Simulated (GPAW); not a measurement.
## Magnetic state of Ir/1 ML V on Ir(111), hcp site, 2 substrate layers from several starts

A self-consistent run ends on one state, which hangs on the start. Several orders of Ir/1 ML V on Ir(111), hcp site, 2 substrate layers are started in GPAW and their energies compared.

Method: PBE; plane waves with GPAW's PAW setups, scalar-relativistic, in GPAW 26.7.0.

### Step 1. The structure

The cell holds 4 atoms: 3 Ir and 1 V. Its edges and angles: a = 2.709 Å, b = 2.709 Å, c = 20.600 Å, α = 90.0°, β = 90.0°, γ = 120.0°. pseudomorphic film on the substrate's lattice, hard-sphere layer spacings, unrelaxed, 14 A of vacuum. Vacuum lies along c.

### Step 2. Order 1, typed as ferro ++++

The parallel start comes first: it fits the smallest cell, keeps the most symmetry and shows whether parallel moments form.

File order1.py:

```python
import json
import numpy as np
from ase import Atoms
from ase.parallel import paropen, parprint
from gpaw import GPAW

atoms = Atoms(['Ir', 'Ir', 'V', 'Ir'],
    cell=[[2.709068, 0.0, 0.0],
         [-1.354534, 2.346121, 0.0],
         [0.0, 0.0, 20.600185]],
    scaled_positions=[[0.0, 0.0, 0.339803],
         [0.666667, 0.333333, 0.447178],
         [0.0, 0.0, 0.553687],
         [0.666667, 0.333333, 0.660197]],
    pbc=True,
    magmoms=[1.0, 1.0, 1.5, 1.0])
atoms.calc = GPAW(mode={'name': 'pw', 'ecut': 550},
    xc='PBE',
    kpts={'size': (12, 12, 1), 'gamma': True},
    occupations={'name': 'fermi-dirac', 'width': 0.05},
    convergence={'density': 1e-05, 'energy': 1e-05},
    maxiter=200,
    symmetry={'tolerance': 1e-4},
    txt='order1.txt')
e = atoms.get_potential_energy(force_consistent=True)
res = {'free_energy': e, 'energy_sigma0': atoms.get_potential_energy(), 'fermi_energy': atoms.calc.get_fermi_level()}
res['moments'] = atoms.get_magnetic_moments().tolist()
res['total'] = atoms.get_magnetic_moment()
parprint('site moments (muB):', np.round(res['moments'], 3))
parprint(f"total moment: {res['total']:.3f} muB")
parprint(f'free energy: {e:.6f} eV')
atoms.calc.write('order1.gpw')
with paropen('results.json', 'w') as f:
    json.dump(res, f)
```

Started as:

```sh
OMP_NUM_THREADS=1 mpirun -n 4 gpaw python order1.py > order1.log
```

Numbers of over 12 decimals in the logs are rounded to 6 here.

Log:

```text
site moments (muB): [-0. -0.  0. -0.]
total moment: -0.000 muB
free energy: -36.029719 eV

--- order1.txt ---
Input parameters:
  mode=PW(ecut=550),
  convergence={'density': 1e-05, 'energy': 1e-05},
  kpts=MonkhorstPack(size=(12, 12, 1), gamma=True),
  maxiter=200,
  occupations=Occupations(name='fermi-dirac', width=0.05),
  symmetry=Symmetry(tolerance=0.0001),
  xc=XC(name='PBE')

Diagonalizing LCAO Hamiltonian
Converting LCAO to pw mode

           Ir

       V

           Ir

       Ir

Atoms  # Å, Bohr magnetons
|   | symbol |        x |        y |         z |    initial magnetic moments |
|---|--------|----------|----------|-----------|-----------------------------|
| 0 |     Ir | 0.000000 | 0.000000 |  7.000005 | ( 0.0000,  0.0000,  1.0000) |
| 1 |     Ir | 1.354535 | 0.782040 |  9.211950 | ( 0.0000,  0.0000,  1.0000) |
| 2 |      V | 0.000000 | 0.000000 | 11.406055 | ( 0.0000,  0.0000,  1.5000) |
| 3 |     Ir | 1.354535 | 0.782040 | 13.600180 | ( 0.0000,  0.0000,  1.0000) |

Unit cell  # Å
| periodic |         x |        y |         z |   lengths |     angles |
|----------|-----------|----------|-----------|-----------|------------|
|      yes |  2.709068 | 0.000000 |  0.000000 |  2.709068 |  90.000000 |
|      yes | -1.354534 | 2.346121 |  0.000000 |  2.709067 |  90.000000 |
|      yes |  0.000000 | 0.000000 | 20.600185 | 20.600185 | 120.000007 |

Number of symmetries: 6

BZ-sampling:
  Number of BZ points: 144
  Number of IBZ points: 19

  Monkhorst-Pack size: [12, 12, 1]
  Monkhorst-Pack shift: [0.041667, 0.041667, 0.0]

K-points  # in reciprocal-cell coordinates
|     |                                coordinates |     weight |
|-----|--------------------------------------------|------------|
|   0 | ( -0.00000000,  -0.00000000,   0.00000000) | 0.00694444 |
|   1 | (  0.08333333,  -0.00000000,   0.00000000) | 0.04166667 |
|   2 | (  0.16666667,  -0.08333333,   0.00000000) | 0.04166667 |
|   3 | (  0.16666667,  -0.00000000,   0.00000000) | 0.04166667 |
|   4 | (  0.25000000,  -0.08333333,   0.00000000) | 0.08333333 |
|   5 | (  0.25000000,  -0.00000000,   0.00000000) | 0.04166667 |
|   6 | (  0.33333333,  -0.16666667,   0.00000000) | 0.04166667 |
|   7 | (  0.33333333,  -0.08333333,   0.00000000) | 0.08333333 |
|   8 | (  0.33333333,  -0.00000000,   0.00000000) | 0.04166667 |
|   9 | (  0.33333333,   0.33333333,   0.00000000) | 0.01388889 |
| ... |                                            |            |
|  18 | (  0.50000000,   0.50000000,   0.00000000) | 0.02083333 |

Plane wave coefficients: 3863
Cutoff: 550.0 eV

Spin-components: 2 (collinear spins)
Bands:           42
Projectors:      24
Spin-degeneracy: 1
Datatype:        complex128

Parallelization:
  kpt:    4
  domain: 1
  band:   1

Density:
  Valence electrons: 58.0
  Components: 2
  Grid points: [ 15  15 112]
  Charge: 0.0  # |e|

Potential:
  Grid points: [ 15  15 112]

species:
  Ir:
    name:    Iridium
    Z:       77.0
    valence: 15
    core:    62
    charge:  0.0  # [|e|]
    compensation charges:
      type: gauss
      rc: 0.40  # [Å]
      lmax: 2
    cutoffs:
      filter: 2.40  # [Å]
      core: 2.36  # [Å]
    projectors
    | kind |    occ | energy [eV] | rcut [Å] |
    |------|--------|-------------|----------|
    |   6s |  2.000 |      -6.307 |    1.296 |
    |   5p |  6.000 |     -54.741 |    1.328 |
    |   6p |  0.000 |      -1.224 |    1.328 |
    |   5d |  7.000 |      -7.169 |    1.286 |
    |    s |        |      20.905 |    1.296 |
    |    d |        |      20.043 |    1.286 |

    Using partial waves for Ir as LCAO basis

  V:
    name:    Vanadium
    Z:       23.0
    valence: 13
    core:    10
    charge:  0.0  # [|e|]
    compensation charges:
      type: gauss
      rc: 0.37  # [Å]
      lmax: 2
    cutoffs:
      filter: 2.14  # [Å]
      core: 0.96  # [Å]
    projectors
    | kind |    occ | energy [eV] | rcut [Å] |
    |------|--------|-------------|----------|
    |   3s |  2.000 |     -70.222 |    1.254 |
    |   4s |  2.000 |      -4.702 |    1.254 |
    |   3p |  6.000 |     -44.043 |    1.281 |
    |   4p |  0.000 |      -1.444 |    1.281 |
    |   3d |  3.000 |      -5.164 |    1.169 |
    |    d |        |      22.047 |    1.169 |

    Using partial waves for V as LCAO basis

Reference energy: -1479275.043569  # eV

eigensolver:
  PPCG
  Converge bands: occupied
  niter=2

density mixing:
  MSR1-Mixer
  Pratt-step length: 0.05
  Maximum mixing coefficient: 0.75
  Old densities: 10
  SVD Regularization: 0.005
  Good broyden scale: 1.0
  Trust region scale: 1.0
  Backstep threshold: 4.0
  History deletion threshold: 6.0
  Fourier metric: weight=20.0, sigma=0.015

occupation numbers:
  Fermi-Dirac:
    width: 0.0500  # eV

poisson solver:
  ecut: 4400.0  # eV

xc functional:
  name: PBE with 2 nearest neighbor stencil

convergence criteria:
- Maximum integral of absolute [dens]ity change: 1e-05 electrons / valence electron
- Maximum [total energy] change in last 3 cyles: 1e-05 eV / valence electron
- Maximum integral of absolute [eigenst]ate change: 4e-08 eV^2 / valence electron
maximum number of iterations: 200

SCF iterations
|iter     |      energy | eigst |  dens |  magmom |
|---------|-------------|-------|-------|---------|
|iter:   1|       0s |  -38.433961 | +0.42 |       |  +4.5058|
|iter:   2|       2s |  -46.662695 | -0.63 | -0.87 |  +4.3700|
|iter:   3|       3s |  -36.254460 | -1.25 | -0.72 |  +4.3730|
|iter:   4|       5s |  -36.060346 | -2.54 | -1.04 |  +4.2673|
|iter:   5|       6s |  -35.865635 | -1.87 | -1.07 |  +3.8787|
|iter:   6|       7s |  -36.014404 | -1.77 | -1.13 |  +3.3743|
|iter:   7|       9s |  -35.854016 | -2.00 | -1.20 |  +2.7516|
|iter:   8|      10s |  -35.962026 | -2.38 | -1.36 |  +1.8357|
|iter:   9|      12s |  -35.995516 | -2.51 | -1.60 |  +1.2854|
|iter:  10|      13s |  -35.998998 | -2.76 | -1.82 |  +0.6275|
|iter:  11|      15s |  -36.001271 | -3.32 | -2.23 |  +0.5115|
|iter:  12|      16s |  -36.009326 | -3.65 | -2.39 |  +0.4454|
|iter:  13|      17s |  -36.006649 | -3.59 | -2.20 |  +0.3772|
|iter:  14|      19s |  -36.004653 | -3.74 | -2.47 |  +0.2636|
|iter:  15|      20s |  -36.004782 | -4.28 | -2.63 |  +0.2018|
|iter:  16|      22s |  -36.005249 | -4.31 | -2.82 |  +0.1464|
|iter:  17|      23s |  -36.004562 | -4.54 | -2.74 |  +0.1104|
|iter:  18|      25s |  -36.004578 | -5.48 | -3.30 |  +0.0810|
|iter:  19|      26s |  -36.004518c| -5.37 | -3.51 |  +0.0503|
|iter:  20|      27s |  -36.004604c| -5.50 | -3.33 |  +0.0435|
|iter:  21|      29s |  -36.004546c| -5.52 | -3.48 |  +0.0261|
|iter:  22|      30s |  -36.004499c| -5.56 | -3.57 |  +0.0123|
|iter:  23|      32s |  -36.004596c| -5.89 | -3.62 |  +0.0005|
|iter:  24|      33s |  -36.004536c| -6.23 | -3.53 |  +0.0021|
|iter:  25|      35s |  -36.004530c| -6.58 | -3.46 |  -0.0000|
|iter:  26|      36s |  -36.004523c| -7.39 | -4.13 |  -0.0002|
|iter:  27|      37s |  -36.004525c| -7.88c| -4.44 |  -0.0004|
|iter:  28|      38s |  -36.004529c| -7.50c| -4.86 |  -0.0001|
|iter:  29|      39s |  -36.004524c| -7.76c| -4.75 |  -0.0001|
|iter:  30|      40s |  -36.004526c| -8.54c| -5.36c|  -0.0000|

Converged in 30 steps
Energy contributions relative to reference atoms: (reference = -1479275.043569)

Energy contributions:
  Kinetic:          -4.576381
  Coulomb:           1.693686
  Zero:             -0.472232
  External:          0.000000
  Xc:              -32.624405
  Entropy:          -0.050386
  Spinorbit:         0.000000
  ----------------------------
  Free energy:     -36.029719
  Extrapolated:    -36.004526

dipole moment: (-0.844634, -18.431583, 0.047276)  # |e|*Ang

Total magnetic moment: (0.000000, 0.000000, -0.000037)

Local magnetic moments
|        x |        y |         z |
|----------|----------|-----------|
| 0.000000 | 0.000000 | -0.000065 |  # Ir   0
| 0.000000 | 0.000000 | -0.000033 |  # Ir   1
| 0.000000 | 0.000000 |  0.000040 |  # V    2
| 0.000000 | 0.000000 | -0.000001 |  # Ir   3

Fermi level: 2.815
Eigenvalues  # (at kpt = [-0.000, -0.000, 0.000])
| band index |      eig [eV] | occ [0-1] |      eig [eV] | occ [0-1] |
|------------|---------------|-----------|---------------|-----------|
|          0 |       -61.462 |     1.000 |       -61.462 |     1.000 |
|        ... |               |           |               |           |
|         23 |         0.135 |     1.000 |         0.135 |     1.000 |
|         24 |         0.185 |     1.000 |         0.185 |     1.000 |
|         25 |         1.462 |     1.000 |         1.462 |     1.000 |
|         26 |         1.744 |     1.000 |         1.744 |     1.000 |
|         27 |         1.744 |     1.000 |         1.744 |     1.000 |
|         28 |         2.430 |     1.000 |         2.430 |     1.000 |
|         29 |         2.430 |     1.000 |         2.430 |     1.000 |
|         30 |         2.572 |     0.992 |         2.572 |     0.992 |
|         31 |         3.073 |     0.006 |         3.073 |     0.006 |
|         32 |         3.073 |     0.006 |         3.073 |     0.006 |
|         33 |         3.218 |     0.000 |         3.218 |     0.000 |
|         34 |         3.777 |     0.000 |         3.777 |     0.000 |
|         35 |         3.777 |     0.000 |         3.777 |     0.000 |
|         36 |         4.900 |     0.000 |         4.900 |     0.000 |
|         37 |         4.900 |     0.000 |         4.900 |     0.000 |
|         38 |         7.694 |     0.000 |         7.694 |     0.000 |
|        ... |               |           |               |           |
|         41 |        10.955 |     0.000 |        10.955 |     0.000 |

No gap
No difference between direct/indirect transitions
```

Run time: 46 s. Hardware: 4 MPI ranks of Intel Xeon Platinum 8559C (Emerald Rapids), shared host; peak memory 1 GiB; 3 min of CPU time.

Spin moment in the augmentation sphere by atom:

```csv
atom,spin moment in the augmentation sphere (μB)
Ir1,-0.0001
Ir2,0.0000
V3,0.0000
Ir4,0.0000
```

This step gave:

| Property | Result |
| --- | --- |
| final state | non-magnetic |

After 30 cycles the seed has died away: no moment is left.

### Step 3. Start 2: antiferro q=(0,1/2,0) +--+-++-

Another pattern of signs weighs the neighbour shells otherwise.

This order needs a doubled cell of 8 atoms. Its mesh is chosen so that both cells sample the same points.

File order2.py:

```python
import json
import numpy as np
from ase import Atoms
from ase.parallel import paropen, parprint
from gpaw import GPAW

atoms = Atoms(['Ir', 'Ir', 'Ir', 'Ir', 'V', 'V', 'Ir', 'Ir'],
    cell=[[2.709068, 0.0, 0.0],
         [-2.709068, 4.692242, 0.0],
         [0.0, 0.0, 20.600185]],
    scaled_positions=[[0.0, 0.0, 0.339803],
         [0.0, 0.5, 0.339803],
         [0.666667, 0.1666665, 0.447178],
         [0.666667, 0.6666665, 0.447178],
         [0.0, 0.0, 0.553687],
         [0.0, 0.5, 0.553687],
         [0.666667, 0.1666665, 0.660197],
         [0.666667, 0.6666665, 0.660197]],
    pbc=True,
    magmoms=[1.0, -1.0, -1.0, 1.0, -1.5, 1.5, 1.0, -1.0])
atoms.calc = GPAW(mode={'name': 'pw', 'ecut': 550},
    xc='PBE',
    kpts={'size': (12, 6, 1), 'gamma': True},
    occupations={'name': 'fermi-dirac', 'width': 0.05},
    convergence={'density': 1e-05, 'energy': 1e-05},
    maxiter=200,
    symmetry={'tolerance': 1e-4},
    txt='order2.txt')
e = atoms.get_potential_energy(force_consistent=True)
res = {'free_energy': e, 'energy_sigma0': atoms.get_potential_energy(), 'fermi_energy': atoms.calc.get_fermi_level()}
res['moments'] = atoms.get_magnetic_moments().tolist()
res['total'] = atoms.get_magnetic_moment()
parprint('site moments (muB):', np.round(res['moments'], 3))
parprint(f"total moment: {res['total']:.3f} muB")
parprint(f'free energy: {e:.6f} eV')
atoms.calc.write('order2.gpw')
with paropen('results.json', 'w') as f:
    json.dump(res, f)
```

Started as:

```sh
OMP_NUM_THREADS=1 mpirun -n 4 gpaw python order2.py > order2.log
```

Log:

```text
Input parameters:
  mode=PW(ecut=550),
  convergence={'density': 1e-05, 'energy': 1e-05},
  kpts=MonkhorstPack(size=(12, 6, 1), gamma=True),
  maxiter=200,
  occupations=Occupations(name='fermi-dirac', width=0.05),
  symmetry=Symmetry(tolerance=0.0001),
  xc=XC(name='PBE')

Diagonalizing LCAO Hamiltonian
Converting LCAO to pw mode

            Ir
              Ir

        V
          V
            Ir
              Ir

        Ir
          Ir

Atoms  # Å, Bohr magnetons
|   | symbol |         x |        y |         z |    initial magnetic moments |
|---|--------|-----------|----------|-----------|-----------------------------|
| 0 |     Ir |  0.000000 | 0.000000 |  7.000005 | ( 0.0000,  0.0000,  1.0000) |
| 1 |     Ir | -1.354534 | 2.346121 |  7.000005 | ( 0.0000,  0.0000, -1.0000) |
| 2 |     Ir |  1.354535 | 0.782040 |  9.211950 | ( 0.0000,  0.0000, -1.0000) |
| 3 |     Ir |  0.000001 | 3.128161 |  9.211950 | ( 0.0000,  0.0000,  1.0000) |
| 4 |      V |  0.000000 | 0.000000 | 11.406055 | ( 0.0000,  0.0000, -1.5000) |
| 5 |      V | -1.354534 | 2.346121 | 11.406055 | ( 0.0000,  0.0000,  1.5000) |
| 6 |     Ir |  1.354535 | 0.782040 | 13.600180 | ( 0.0000,  0.0000,  1.0000) |
| 7 |     Ir |  0.000001 | 3.128161 | 13.600180 | ( 0.0000,  0.0000, -1.0000) |

Number of symmetries: 1

BZ-sampling:
  Number of BZ points: 72
  Number of IBZ points: 38

  Monkhorst-Pack size: [12, 6, 1]
  Monkhorst-Pack shift: [0.041667, 0.083333, 0.0]

Plane wave coefficients: 7716
Cutoff: 550.0 eV

Spin-components: 2 (collinear spins)
Bands:           74
Projectors:      48
Spin-degeneracy: 1
Datatype:        complex128

Parallelization:
  kpt:    4
  domain: 1
  band:   1

Density:
  Valence electrons: 116.0
  Components: 2
  Grid points: [ 15  30 112]
  Charge: 0.0  # |e|

Potential:
  Grid points: [ 15  30 112]

[... setups left out ...]
Reference energy: -2958550.087138  # eV

convergence criteria:
- Maximum integral of absolute [dens]ity change: 1e-05 electrons / valence electron
- Maximum [total energy] change in last 3 cyles: 1e-05 eV / valence electron
- Maximum integral of absolute [eigenst]ate change: 4e-08 eV^2 / valence electron
maximum number of iterations: 200

SCF iterations
|iter     |      energy | eigst |  dens |  magmom |
|---------|-------------|-------|-------|---------|
|iter:   1|       0s |  -77.042577 | +0.56 |       |  +0.0000|
|iter:   2|      11s |  -91.118650 | -0.15 | -0.91 |  +0.0000|
|iter:   3|      23s |  -72.633404 | -0.75 | -0.75 |  +0.0000|
|iter:   4|      35s |  -72.232872 | -1.94 | -1.07 |  +0.0000|
|iter:   5|      46s |  -71.775304 | -1.53 | -1.10 |  +0.0000|
|iter:   6|      57s |  -71.875937 | -1.52 | -1.19 |  +0.0000|
|iter:   7|      69s |  -71.700852 | -1.68 | -1.22 |  -0.0000|
|iter:   8|      80s |  -72.014643 | -1.90 | -1.42 |  -0.0000|
|iter:   9|      91s |  -71.942849 | -2.11 | -1.46 |  +0.0000|
|iter:  10|     103s |  -71.975634 | -2.34 | -1.81 |  -0.0000|
[... 14 iterations left out ...]
|iter:  25|     274s |  -72.009002c| -6.20 | -3.95 |  -0.0000|
|iter:  26|     285s |  -72.009034c| -6.21 | -3.81 |  -0.0000|
|iter:  27|     296s |  -72.008995c| -6.93 | -4.07 |  -0.0000|
|iter:  28|     308s |  -72.009014c| -7.52c| -4.43 |  -0.0000|
|iter:  29|     319s |  -72.009011c| -7.77c| -4.49 |  -0.0000|
|iter:  30|     331s |  -72.009001c| -7.69c| -4.58 |  -0.0000|
|iter:  31|     339s |  -72.009004c| -7.61c| -4.97 |  +0.0000|
|iter:  32|     350s |  -72.009005c| -8.02c| -4.72 |  +0.0000|
|iter:  33|     356s |  -72.008999c| -7.59c| -4.61 |  +0.0000|
|iter:  34|     362s |  -72.009004c| -7.94c| -4.82 |  +0.0000|
```

Run time: 6.4 min. Hardware: 4 MPI ranks; peak memory 2.1 GiB.

The run was cut off at its time limit.

It was cut off while still iterating. More time helps where the residual falls; where it has stalled, the mixing must change.

### Step 4. Run 3 (antiferro q=(0,1/2,0) +-+--+-+)

Reversing part of the moments tests the sign of the couplings between them.

The cell is doubled to 8 atoms to hold this order. Its mesh is chosen so that both cells sample the same points.

order3.py is the script of step 3 with these lines changed:

```diff
@@ -19,3 +19,3 @@
     pbc=True,
-    magmoms=[1.0, -1.0, -1.0, 1.0, -1.5, 1.5, 1.0, -1.0])
+    magmoms=[1.0, -1.0, 1.0, -1.0, -1.5, 1.5, -1.0, 1.0])
 atoms.calc = GPAW(mode={'name': 'pw', 'ecut': 550},
@@ -27,3 +27,3 @@
     symmetry={'tolerance': 1e-4},
-    txt='order2.txt')
+    txt='order3.txt')
 e = atoms.get_potential_energy(force_consistent=True)
@@ -35,3 +35,3 @@
 parprint(f'free energy: {e:.6f} eV')
-atoms.calc.write('order2.gpw')
+atoms.calc.write('order3.gpw')
 with paropen('results.json', 'w') as f:
```

Started as:

```sh
OMP_NUM_THREADS=1 mpirun -n 4 gpaw python order3.py > order3.log
```

Log:

```text
site moments (muB): [ 0. -0.  0. -0. -0.  0.  0. -0.]
total moment: -0.000 muB
free energy: -72.059390 eV

--- order3.txt ---
Input parameters:
  mode=PW(ecut=550),
  convergence={'density': 1e-05, 'energy': 1e-05},
  kpts=MonkhorstPack(size=(12, 6, 1), gamma=True),
  maxiter=200,
  occupations=Occupations(name='fermi-dirac', width=0.05),
  symmetry=Symmetry(tolerance=0.0001),
  xc=XC(name='PBE')

[...]
|         52 |         1.807 |     1.000 |         1.807 |     1.000 |
[...]
|         62 |         3.777 |     0.000 |         3.777 |     0.000 |
|         63 |         3.951 |     0.000 |         3.951 |     0.000 |
|         64 |         4.032 |     0.000 |         4.032 |     0.000 |
|        ... |               |           |               |           |
|         73 |         6.309 |     0.000 |         6.309 |     0.000 |

No gap
No difference between direct/indirect transitions

[key lines of the parts left out:]
Free energy:     -72.059390
Converged in 33 steps
dipole moment: (-1.689265, -36.863166, 0.094569)  # |e|*Ang
Fermi level: 2.815
```

The job ended after 6.2 min (4 MPI ranks; peak memory 2 GiB; 25 min of CPU time).

Spin moment in the augmentation sphere by atom:

```csv
atom,spin moment in the augmentation sphere (μB)
Ir1,0.0000
Ir2,0.0000
Ir3,0.0000
Ir4,0.0000
V5,-0.0003
V6,0.0003
Ir7,0.0000
Ir8,0.0000
```

Read from the output:

```
final state : non-magnetic
```

It ends in the same state without moments as the first start; the 0.0059 meV between them is numerical noise.

(Part 1 of 2 ends here.)

[Logs and program files are shortened in this print: banners, set-up blocks, solver, clock and traceback lines can be left out without a mark of their own.]

[Logs are printed without paths, hosts, clocks, repeated set-up lines and the standing remarks that a program may print on its own settings, such as how far it seeks lower states.]

[Hosts, paths, dates, database ids (printed as entryN), source tags and the programs' standing remarks are cut or masked in the printed files.]

[Where a cell is said to come from a database of computed structures, the database is the Materials Project.]
